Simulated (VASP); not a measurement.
# Zn (Im-3m) in VASP: further runs, part 4 of 7

VASP 6.6.1.

## 53. Equation of state, LDA, 15.91 Å³/atom

File INCAR:

```
PREC = Accurate
ENCUT = 460
EDIFF = 1E-7
ISMEAR = -1
SIGMA = 0.15
LREAL = F
LASPH = T
NELM = 100
ALGO = Normal
ISIF = 2
LWAVE = F
LCHARG = F
ADDGRID = F
```

File KPOINTS:

```
regular mesh
0
Gamma
  11 11 11
```

File POSCAR:

```
Zn
1.0
   -1.5845730302      1.5845730302      1.5845730302
    1.5845730302     -1.5845730302      1.5845730302
    1.5845730302      1.5845730302     -1.5845730302
Zn
1
Direct
    0.0000000000      0.0000000000      0.0000000000
```

Run with:

```sh
$ cat potpaw_LDA.64/Zn/POTCAR > POTCAR
$ mpirun -np 1 vasp_std > vasp.out
```

Run time: 4 s. Hardware: 1 thread of Intel Xeon Platinum 8488C (Sapphire Rapids), shared host; peak memory 0.11 GiB.

The run converged, but some of its settings lie outside the range that counts as converged, so its numbers aren't taken as properties of the crystal.

What came out:

```yaml
Free_energy: -1.7149 eV
Pressure: -9.7 GPa
Band_gap_on_the_k_mesh: none (metal or under the smearing width)
```

## 54. Equation of state, LDA, 14.99 Å³/atom

INCAR, as its differences from that of step 53:

```diff
@@ -4,3 +4,3 @@
 ISMEAR = -1
-SIGMA = 0.15
+SIGMA = 0.4
 LREAL = F
```

KPOINTS is that of step 53.

File POSCAR:

```
Zn
1.0
   -1.5531870578      1.5531870578      1.5531870578
    1.5531870578     -1.5531870578      1.5531870578
    1.5531870578      1.5531870578     -1.5531870578
Zn
1
Direct
    0.0000000000      0.0000000000      0.0000000000
```

Potentials or basis: VASP PAW LDA potentials, release 64 (Zn).

Run with:

```sh
$ cat potpaw_LDA.64/Zn/POTCAR > POTCAR
$ mpirun -np 1 vasp_std > vasp.out
```

Wall time 4.2 s (1 thread of Intel Xeon Platinum 8488C (Sapphire Rapids), shared host); peak memory 0.11 GiB.

The run converged, but some of its settings lie outside the range that counts as converged, so its numbers aren't taken as properties of the crystal.

Results:

```yaml
Free_energy: -1.8319 eV
Pressure: -5.9 GPa
Band_gap_on_the_k_mesh: none (metal or under the smearing width)
```

## 55. Equation of state, LDA, 15.91 Å³/atom

INCAR is that of step 54.

KPOINTS is that of step 54.

File POSCAR:

```
Zn
1.0
   -1.5845730302      1.5845730302      1.5845730302
    1.5845730302     -1.5845730302      1.5845730302
    1.5845730302      1.5845730302     -1.5845730302
Zn
1
Direct
    0.0000000000      0.0000000000      0.0000000000
```

Run with:

```sh
$ cat potpaw_LDA.64/Zn/POTCAR > POTCAR
$ mpirun -np 1 vasp_std > vasp.out
```

It took 4.2 s on 1 thread of Intel Xeon Platinum 8488C (Sapphire Rapids), shared host; peak memory 0.12 GiB.

The run converged, but some of its settings lie outside the range that counts as converged, so its numbers aren't taken as properties of the crystal.

What came out:

```yaml
Free_energy: -1.7894 eV
Pressure: -8.8 GPa
Band_gap_on_the_k_mesh: none (metal or under the smearing width)
```

## 56. Equation of state, LDA, 14.99 Å³/atom

INCAR, as its differences from that of step 55:

```diff
@@ -4,3 +4,3 @@
 ISMEAR = -1
-SIGMA = 0.4
+SIGMA = 0.2
 LREAL = F
```

KPOINTS is that of step 55.

File POSCAR:

```
Zn
1.0
   -1.5531870578      1.5531870578      1.5531870578
    1.5531870578     -1.5531870578      1.5531870578
    1.5531870578      1.5531870578     -1.5531870578
Zn
1
Direct
    0.0000000000      0.0000000000      0.0000000000
```

Run with:

```sh
$ cat potpaw_LDA.64/Zn/POTCAR > POTCAR
$ mpirun -np 1 vasp_std > vasp.out
```

Run time: 4.2 s. Hardware: 1 thread of Intel Xeon Platinum 8488C (Sapphire Rapids), shared host; peak memory 0.11 GiB.

These settings aren't checked as converged: the numbers below hold their error.

Results:

```
Free energy            : -1.7714 eV
Pressure               : -6.7 GPa
Band gap on the k mesh : none (metal or under the smearing width)
```

## 57. Equation of state, LDA, 15.91 Å³/atom

INCAR is that of step 56.

KPOINTS is that of step 56.

File POSCAR:

```
Zn
1.0
   -1.5845730302      1.5845730302      1.5845730302
    1.5845730302     -1.5845730302      1.5845730302
    1.5845730302      1.5845730302     -1.5845730302
Zn
1
Direct
    0.0000000000      0.0000000000      0.0000000000
```

Potentials or basis: VASP PAW LDA potentials, release 64 (Zn).

Run with:

```sh
$ cat potpaw_LDA.64/Zn/POTCAR > POTCAR
$ mpirun -np 1 vasp_std > vasp.out
```

Run time: 4.1 s. Hardware: 1 thread of Intel Xeon Platinum 8488C (Sapphire Rapids), shared host; peak memory 0.12 GiB.

The run converged, but some of its settings lie outside the range that counts as converged, so its numbers aren't taken as properties of the crystal.

Results:

- Free energy: -1.7248 eV
- Pressure: -9.5 GPa
- Band gap on the k mesh: none (metal or under the smearing width)

## 58. Equation of state, LDA, 14.99 Å³/atom

INCAR, as its differences from that of step 57:

```diff
@@ -4,3 +4,3 @@
 ISMEAR = -1
-SIGMA = 0.2
+SIGMA = 0.1
 LREAL = F
```

KPOINTS is that of step 57.

File POSCAR:

```
Zn
1.0
   -1.5531870578      1.5531870578      1.5531870578
    1.5531870578     -1.5531870578      1.5531870578
    1.5531870578      1.5531870578     -1.5531870578
Zn
1
Direct
    0.0000000000      0.0000000000      0.0000000000
```

Run with:

```sh
$ cat potpaw_LDA.64/Zn/POTCAR > POTCAR
$ mpirun -np 1 vasp_std > vasp.out
```

It took 4.1 s on 1 thread of Intel Xeon Platinum 8488C (Sapphire Rapids), shared host; peak memory 0.11 GiB.

The run converged, but some of its settings lie outside the range that counts as converged, so its numbers aren't taken as properties of the crystal.

Results:

* Free energy: -1.7566 eV
* Pressure: -7.1 GPa
* Band gap on the k mesh: none (metal or under the smearing width)

## 59. Equation of state, LDA, 15.91 Å³/atom

INCAR is that of step 58.

KPOINTS is that of step 58.

File POSCAR:

```
Zn
1.0
   -1.5845730302      1.5845730302      1.5845730302
    1.5845730302     -1.5845730302      1.5845730302
    1.5845730302      1.5845730302     -1.5845730302
Zn
1
Direct
    0.0000000000      0.0000000000      0.0000000000
```

Run with:

```sh
$ cat potpaw_LDA.64/Zn/POTCAR > POTCAR
$ mpirun -np 1 vasp_std > vasp.out
```

Wall time 4.1 s (1 thread of Intel Xeon Platinum 8488C (Sapphire Rapids), shared host); peak memory 0.11 GiB.

The run converged, but some of its settings lie outside the range that counts as converged, so its numbers aren't taken as properties of the crystal.

What came out:

```
Free energy            : -1.7076 eV
Pressure               : -9.9 GPa
Band gap on the k mesh : none (metal or under the smearing width)
```

## 60. Equation of state, LDA, 14.99 Å³/atom

INCAR, as its differences from that of step 59:

```diff
@@ -4,3 +4,3 @@
 ISMEAR = -1
-SIGMA = 0.1
+SIGMA = 0.05
 LREAL = F
```

KPOINTS is that of step 59.

File POSCAR:

```
Zn
1.0
   -1.5531870578      1.5531870578      1.5531870578
    1.5531870578     -1.5531870578      1.5531870578
    1.5531870578      1.5531870578     -1.5531870578
Zn
1
Direct
    0.0000000000      0.0000000000      0.0000000000
```

Potentials or basis: VASP PAW LDA potentials, release 64 (Zn).

Run with:

```sh
$ cat potpaw_LDA.64/Zn/POTCAR > POTCAR
$ mpirun -np 1 vasp_std > vasp.out
```

Run time: 4.1 s. Hardware: 1 thread of Intel Xeon Platinum 8488C (Sapphire Rapids), shared host; peak memory 0.11 GiB.

These settings aren't checked as converged: the numbers below hold their error.

What came out:

```yaml
Free_energy: -1.7536 eV
Pressure: -7.2 GPa
Band_gap_on_the_k_mesh: none (metal or under the smearing width)
```

## 61. Equation of state, LDA, 15.91 Å³/atom

INCAR is that of step 60.

KPOINTS is that of step 60.

File POSCAR:

```
Zn
1.0
   -1.5845730302      1.5845730302      1.5845730302
    1.5845730302     -1.5845730302      1.5845730302
    1.5845730302      1.5845730302     -1.5845730302
Zn
1
Direct
    0.0000000000      0.0000000000      0.0000000000
```

Run with:

```sh
$ cat potpaw_LDA.64/Zn/POTCAR > POTCAR
$ mpirun -np 1 vasp_std > vasp.out
```

Run time: 4 s. Hardware: 1 thread of Intel Xeon Platinum 8488C (Sapphire Rapids), shared host; peak memory 0.12 GiB.

The run converged, but some of its settings lie outside the range that counts as converged, so its numbers aren't taken as properties of the crystal.

Results:

* Free energy: -1.7034 eV
* Pressure: -10.1 GPa
* Band gap on the k mesh: none (metal or under the smearing width)

## 62. Equation of state, LDA, 14.99 Å³/atom

INCAR, as its differences from that of step 61:

```diff
@@ -4,3 +4,3 @@
 ISMEAR = -1
-SIGMA = 0.05
+SIGMA = 0.02
 LREAL = F
```

KPOINTS is that of step 61.

File POSCAR:

```
Zn
1.0
   -1.5531870578      1.5531870578      1.5531870578
    1.5531870578     -1.5531870578      1.5531870578
    1.5531870578      1.5531870578     -1.5531870578
Zn
1
Direct
    0.0000000000      0.0000000000      0.0000000000
```

Run with:

```sh
$ cat potpaw_LDA.64/Zn/POTCAR > POTCAR
$ mpirun -np 1 vasp_std > vasp.out
```

Wall time 4 s (1 thread of Intel Xeon Platinum 8488C (Sapphire Rapids), shared host); peak memory 0.11 GiB.

These settings aren't checked as converged: the numbers below hold their error.

What came out:

```yaml
Free_energy: -1.7529 eV
Pressure: -7.2 GPa
Band_gap_on_the_k_mesh: none (metal or under the smearing width)
```

## 63. Equation of state, LDA, 15.91 Å³/atom

INCAR is that of step 62.

KPOINTS is that of step 62.

File POSCAR:

```
Zn
1.0
   -1.5845730302      1.5845730302      1.5845730302
    1.5845730302     -1.5845730302      1.5845730302
    1.5845730302      1.5845730302     -1.5845730302
Zn
1
Direct
    0.0000000000      0.0000000000      0.0000000000
```

Potentials or basis: VASP PAW LDA potentials, release 64 (Zn).

Run with:

```sh
$ cat potpaw_LDA.64/Zn/POTCAR > POTCAR
$ mpirun -np 1 vasp_std > vasp.out
```

Run time: 3.9 s. Hardware: 1 thread of Intel Xeon Platinum 8488C (Sapphire Rapids), shared host; peak memory 0.11 GiB.

These settings aren't checked as converged: the numbers below hold their error.

What came out:

```
Free energy            : -1.7025 eV
Pressure               : -10.2 GPa
Band gap on the k mesh : none (metal or under the smearing width)
```

## 64. Equation of state, LDA, 14.99 Å³/atom

File INCAR:

```
PREC = Low
ENCUT = 460
EDIFF = 1E-7
ISMEAR = -1
SIGMA = 0.15
LREAL = F
LASPH = T
NELM = 100
ALGO = Normal
ISIF = 2
LWAVE = F
LCHARG = F
ADDGRID = F
```

KPOINTS is that of step 63.

File POSCAR:

```
Zn
1.0
   -1.5531870578      1.5531870578      1.5531870578
    1.5531870578     -1.5531870578      1.5531870578
    1.5531870578      1.5531870578     -1.5531870578
Zn
1
Direct
    0.0000000000      0.0000000000      0.0000000000
```

Run with:

```sh
$ cat potpaw_LDA.64/Zn/POTCAR > POTCAR
$ mpirun -np 1 vasp_std > vasp.out
```

It took 1.9 s on 1 thread of Intel Xeon Platinum 8488C (Sapphire Rapids), shared host; peak memory 0.1 GiB.

The run converged, but some of its settings lie outside the range that counts as converged, so its numbers aren't taken as properties of the crystal.

Results:

* Free energy: -1.7600 eV
* Pressure: -7.6 GPa
* Band gap on the k mesh: none (metal or under the smearing width)

## 65. Equation of state, LDA, 15.91 Å³/atom

INCAR is that of step 64.

KPOINTS is that of step 64.

File POSCAR:

```
Zn
1.0
   -1.5845730302      1.5845730302      1.5845730302
    1.5845730302     -1.5845730302      1.5845730302
    1.5845730302      1.5845730302     -1.5845730302
Zn
1
Direct
    0.0000000000      0.0000000000      0.0000000000
```

Run with:

```sh
$ cat potpaw_LDA.64/Zn/POTCAR > POTCAR
$ mpirun -np 1 vasp_std > vasp.out
```

It took 2 s on 1 thread of Intel Xeon Platinum 8488C (Sapphire Rapids), shared host; peak memory 0.1 GiB.

The run converged, but some of its settings lie outside the range that counts as converged, so its numbers aren't taken as properties of the crystal.

Results:

* Free energy: -1.7101 eV
* Pressure: -9.6 GPa
* Band gap on the k mesh: none (metal or under the smearing width)

## 66. Equation of state, LDA, 14.99 Å³/atom

INCAR, as its differences from that of step 65:

```diff
@@ -1,2 +1,2 @@
-PREC = Low
+PREC = Normal
 ENCUT = 460
```

KPOINTS is that of step 65.

File POSCAR:

```
Zn
1.0
   -1.5531870578      1.5531870578      1.5531870578
    1.5531870578     -1.5531870578      1.5531870578
    1.5531870578      1.5531870578     -1.5531870578
Zn
1
Direct
    0.0000000000      0.0000000000      0.0000000000
```

Potentials or basis: VASP PAW LDA potentials, release 64 (Zn).

Run with:

```sh
$ cat potpaw_LDA.64/Zn/POTCAR > POTCAR
$ mpirun -np 1 vasp_std > vasp.out
```

Run time: 2.1 s. Hardware: 1 thread of Intel Xeon Platinum 8488C (Sapphire Rapids), shared host; peak memory 0.1 GiB.

These settings aren't checked as converged: the numbers below hold their error.

What came out:

```yaml
Free_energy: -1.7628 eV
Pressure: -7.0 GPa
Band_gap_on_the_k_mesh: none (metal or under the smearing width)
```

## 67. Equation of state, LDA, 15.91 Å³/atom

INCAR is that of step 66.

KPOINTS is that of step 66.

File POSCAR:

```
Zn
1.0
   -1.5845730302      1.5845730302      1.5845730302
    1.5845730302     -1.5845730302      1.5845730302
    1.5845730302      1.5845730302     -1.5845730302
Zn
1
Direct
    0.0000000000      0.0000000000      0.0000000000
```

Run with:

```sh
$ cat potpaw_LDA.64/Zn/POTCAR > POTCAR
$ mpirun -np 1 vasp_std > vasp.out
```

Run time: 2.1 s. Hardware: 1 thread of Intel Xeon Platinum 8488C (Sapphire Rapids), shared host; peak memory 0.11 GiB.

The run converged, but some of its settings lie outside the range that counts as converged, so its numbers aren't taken as properties of the crystal.

What came out:

```yaml
Free_energy: -1.7147 eV
Pressure: -9.7 GPa
Band_gap_on_the_k_mesh: none (metal or under the smearing width)
```

## 68. Equation of state, LDA, 14.99 Å³/atom

File INCAR:

```
PREC = Accurate
ENCUT = 460
EDIFF = 1E-7
ISMEAR = -1
SIGMA = 0.15
LREAL = Auto
LASPH = T
NELM = 100
ALGO = Normal
ISIF = 2
LWAVE = F
LCHARG = F
ADDGRID = F
```

KPOINTS is that of step 67.

File POSCAR:

```
Zn
1.0
   -1.5531870578      1.5531870578      1.5531870578
    1.5531870578     -1.5531870578      1.5531870578
    1.5531870578      1.5531870578     -1.5531870578
Zn
1
Direct
    0.0000000000      0.0000000000      0.0000000000
```

Run with:

```sh
$ cat potpaw_LDA.64/Zn/POTCAR > POTCAR
$ mpirun -np 1 vasp_std > vasp.out
```

Run time: 7.3 s. Hardware: 1 thread of Intel Xeon Platinum 8488C (Sapphire Rapids), shared host; peak memory 0.11 GiB.

These settings aren't checked as converged: the numbers below hold their error.

Results:

| Item | Value |
| --- | --- |
| Free energy | -1.7629 eV |
| Pressure | -6.9 GPa |
| Band gap on the k mesh | none (metal or under the smearing width) |

## 69. Equation of state, LDA, 15.91 Å³/atom

INCAR is that of step 68.

KPOINTS is that of step 68.

File POSCAR:

```
Zn
1.0
   -1.5845730302      1.5845730302      1.5845730302
    1.5845730302     -1.5845730302      1.5845730302
    1.5845730302      1.5845730302     -1.5845730302
Zn
1
Direct
    0.0000000000      0.0000000000      0.0000000000
```

Potentials or basis: VASP PAW LDA potentials, release 64 (Zn).

Run with:

```sh
$ cat potpaw_LDA.64/Zn/POTCAR > POTCAR
$ mpirun -np 1 vasp_std > vasp.out
```

Run time: 7.1 s. Hardware: 1 thread of Intel Xeon Platinum 8488C (Sapphire Rapids), shared host; peak memory 0.11 GiB.

These settings aren't checked as converged: the numbers below hold their error.

Results:

- Free energy: -1.7152 eV
- Pressure: -9.7 GPa
- Band gap on the k mesh: none (metal or under the smearing width)

## 70. Equation of state, LDA, 14.99 Å³/atom

INCAR, as its differences from that of step 69:

```diff
@@ -2,6 +2,6 @@
 ENCUT = 460
-EDIFF = 1E-7
+EDIFF = 0.01
 ISMEAR = -1
 SIGMA = 0.15
-LREAL = Auto
+LREAL = F
 LASPH = T
```

KPOINTS is that of step 69.

File POSCAR:

```
Zn
1.0
   -1.5531870578      1.5531870578      1.5531870578
    1.5531870578     -1.5531870578      1.5531870578
    1.5531870578      1.5531870578     -1.5531870578
Zn
1
Direct
    0.0000000000      0.0000000000      0.0000000000
```

Run with:

```sh
$ cat potpaw_LDA.64/Zn/POTCAR > POTCAR
$ mpirun -np 1 vasp_std > vasp.out
```

It took 2.6 s on 1 thread of Intel Xeon Platinum 8488C (Sapphire Rapids), shared host; peak memory 0.11 GiB.

The run converged, but some of its settings lie outside the range that counts as converged, so its numbers aren't taken as properties of the crystal.

What came out:

* Free energy: -1.7666 eV
* Pressure: 3.8 GPa
* Band gap on the k mesh: none (metal or under the smearing width)

## 71. Equation of state, LDA, 15.91 Å³/atom

INCAR is that of step 70.

KPOINTS is that of step 70.

File POSCAR:

```
Zn
1.0
   -1.5845730302      1.5845730302      1.5845730302
    1.5845730302     -1.5845730302      1.5845730302
    1.5845730302      1.5845730302     -1.5845730302
Zn
1
Direct
    0.0000000000      0.0000000000      0.0000000000
```

Run with:

```sh
$ cat potpaw_LDA.64/Zn/POTCAR > POTCAR
$ mpirun -np 1 vasp_std > vasp.out
```

It took 2.6 s on 1 thread of Intel Xeon Platinum 8488C (Sapphire Rapids), shared host; peak memory 0.12 GiB.

These settings aren't checked as converged: the numbers below hold their error.

What came out:

```
Free energy            : -1.7184 eV
Pressure               : -0.8 GPa
Band gap on the k mesh : none (metal or under the smearing width)
```

## 72. Equation of state, LDA, 14.99 Å³/atom

INCAR, as its differences from that of step 71:

```diff
@@ -2,3 +2,3 @@
 ENCUT = 460
-EDIFF = 0.01
+EDIFF = 0.001
 ISMEAR = -1
```

KPOINTS is that of step 71.

File POSCAR:

```
Zn
1.0
   -1.5531870578      1.5531870578      1.5531870578
    1.5531870578     -1.5531870578      1.5531870578
    1.5531870578      1.5531870578     -1.5531870578
Zn
1
Direct
    0.0000000000      0.0000000000      0.0000000000
```

Potentials or basis: VASP PAW LDA potentials, release 64 (Zn).

Run with:

```sh
$ cat potpaw_LDA.64/Zn/POTCAR > POTCAR
$ mpirun -np 1 vasp_std > vasp.out
```

Wall time 3.2 s (1 thread of Intel Xeon Platinum 8488C (Sapphire Rapids), shared host); peak memory 0.11 GiB.

These settings aren't checked as converged: the numbers below hold their error.

What came out:

* Free energy: -1.7627 eV
* Pressure: -5.8 GPa
* Band gap on the k mesh: none (metal or under the smearing width)

## 73. Equation of state, LDA, 15.91 Å³/atom

INCAR is that of step 72.

KPOINTS is that of step 72.

File POSCAR:

```
Zn
1.0
   -1.5845730302      1.5845730302      1.5845730302
    1.5845730302     -1.5845730302      1.5845730302
    1.5845730302      1.5845730302     -1.5845730302
Zn
1
Direct
    0.0000000000      0.0000000000      0.0000000000
```

Run with:

```sh
$ cat potpaw_LDA.64/Zn/POTCAR > POTCAR
$ mpirun -np 1 vasp_std > vasp.out
```

Run time: 3.2 s. Hardware: 1 thread of Intel Xeon Platinum 8488C (Sapphire Rapids), shared host; peak memory 0.11 GiB.

These settings aren't checked as converged: the numbers below hold their error.

Results:

```
Free energy            : -1.7149 eV
Pressure               : -8.8 GPa
Band gap on the k mesh : none (metal or under the smearing width)
```

## 74. Equation of state, LDA, 14.99 Å³/atom

INCAR, as its differences from that of step 73:

```diff
@@ -2,3 +2,3 @@
 ENCUT = 460
-EDIFF = 0.001
+EDIFF = 1E-4
 ISMEAR = -1
```

KPOINTS is that of step 73.

File POSCAR:

```
Zn
1.0
   -1.5531870578      1.5531870578      1.5531870578
    1.5531870578     -1.5531870578      1.5531870578
    1.5531870578      1.5531870578     -1.5531870578
Zn
1
Direct
    0.0000000000      0.0000000000      0.0000000000
```

Run with:

```sh
$ cat potpaw_LDA.64/Zn/POTCAR > POTCAR
$ mpirun -np 1 vasp_std > vasp.out
```

It took 3.4 s on 1 thread of Intel Xeon Platinum 8488C (Sapphire Rapids), shared host; peak memory 0.11 GiB.

The run converged, but some of its settings lie outside the range that counts as converged, so its numbers aren't taken as properties of the crystal.

Results:

- Free energy: -1.7627 eV
- Pressure: -5.8 GPa
- Band gap on the k mesh: none (metal or under the smearing width)

(Continued in part 5 of 7.)
